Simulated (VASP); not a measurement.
**AgCl in VASP 6.6.1, relaxation**

INCAR

```
EDIFF = 1E-7
ISMEAR = -1
LCHARG = .FALSE.
NELECT = 17.98
LREAL = .FALSE.
PREC = Accurate
LWAVE = .FALSE.
LASPH = .TRUE.
NELM = 120
EDIFFG = -5E-3
IBRION = 2
NBANDS = 16
ISIF = 3
SIGMA = 0.02
GGA = PE
ENCUT = 600
NSW = 40
```

KPOINTS

```
KPOINTS created by Atomic Simulation Environment
0
Gamma
8 8 8
0 0 0
```

POSCAR

```
Ag Cl
 1.0000000000000000
     0.0000000000000000    2.7242849802000002    2.7242849802000002
     2.7242849802000002    0.0000000000000000    2.7242849802000002
     2.7242849802000002    2.7242849802000002    0.0000000000000000
 Ag  Cl
   1   1
Cartesian
  0.0000000000000000  0.0000000000000000  0.0000000000000000
  1.3621424901000001  1.3621424901000001  1.3621424901000001
```

The recommended PBE PAW datasets give the neutral cell 18 valence electrons.

Command

```
mpirun -np 1 vasp_std
```

Task: How does this run end, and what does it give?

Result: It converged. Results: relaxed cell vector lengths 4.255, 4.255, 4.255 Å; relaxed cell volume 54.46 Å³.

OSZICAR

```
N       E                     dE             d eps       ncg     rms          rms(c)
DAV:   1     0.113168455825E+03    0.11317E+03   -0.86267E+03   928   0.107E+03
DAV:   2    -0.898921095491E+00   -0.11407E+03   -0.10726E+03  1200   0.245E+02
DAV:   3    -0.499461641327E+01   -0.40957E+01   -0.40867E+01  1120   0.484E+01
DAV:   4    -0.502730621162E+01   -0.32690E-01   -0.32687E-01  1216   0.462E+00
DAV:   5    -0.502778963967E+01   -0.48343E-03   -0.48343E-03  1120   0.545E-01    0.118E+01
DAV:   6    -0.482928371633E+01    0.19851E+00   -0.34970E-01  1112   0.836E+00    0.796E+00
DAV:   7    -0.482294138853E+01    0.63423E-02   -0.13779E-01  1000   0.243E+00    0.280E+00
DAV:   8    -0.482132284112E+01    0.16185E-02   -0.39235E-03  1072   0.638E-01    0.362E-01
DAV:   9    -0.482132567425E+01   -0.28331E-05   -0.11096E-03  1160   0.294E-01    0.613E-02
DAV:  10    -0.482140949569E+01   -0.83821E-04   -0.79383E-05  1080   0.837E-02    0.192E-02
...
DAV:   1    -0.549617284266E+01   -0.18981E-01   -0.29411E-01   928   0.519E+00    0.911E-01
DAV:   2    -0.547879619897E+01    0.17377E-01   -0.40946E-02   928   0.223E+00    0.291E-01
DAV:   3    -0.547774107044E+01    0.10551E-02   -0.28313E-03  1184   0.386E-01    0.212E-01
DAV:   4    -0.547765107242E+01    0.89998E-04   -0.12573E-04  1040   0.893E-02    0.611E-02
DAV:   5    -0.547763832843E+01    0.12744E-04   -0.26606E-05  1144   0.742E-02    0.835E-03
DAV:   6    -0.547763793304E+01    0.39539E-06   -0.65766E-06  1112   0.291E-02    0.350E-03
DAV:   7    -0.547763820018E+01   -0.26714E-06   -0.42082E-07  1040   0.444E-03    0.132E-03
DAV:   8    -0.547763808295E+01    0.11723E-06   -0.30494E-08   936   0.189E-03    0.343E-04
DAV:   9    -0.547763807744E+01    0.55072E-08   -0.12016E-08   688   0.823E-04
   4 F= -.54776381E+01 E0= -.54772888E+01  d E =-.656226E+00
```

```json
{"ionic step": "1", "ΔE (meV/atom)": "0.0", "volume (Å³)": "40.44", "largest force (eV/Å)": "0.000", "pressure (GPa)": "20.37", "electronic steps": "14"}
{"ionic step": "2", "ΔE (meV/atom)": "-320.6", "volume (Å³)": "57.43", "largest force (eV/Å)": "0.000", "pressure (GPa)": "-1.51", "electronic steps": "12"}
{"ionic step": "3", "ΔE (meV/atom)": "-327.9", "volume (Å³)": "53.92", "largest force (eV/Å)": "0.000", "pressure (GPa)": "0.30", "electronic steps": "10"}
{"ionic step": "4", "ΔE (meV/atom)": "-328.1", "volume (Å³)": "54.46", "largest force (eV/Å)": "0.000", "pressure (GPa)": "-0.02", "electronic steps": "9"}
```

The cell is charged and sits in a uniform background. The volume moved far on the plane waves of the start cell, so a restart from CONTCAR is due.

For comparison, a separate PBE relaxation on usual settings, not on those above, ends at 55.49 Å³.
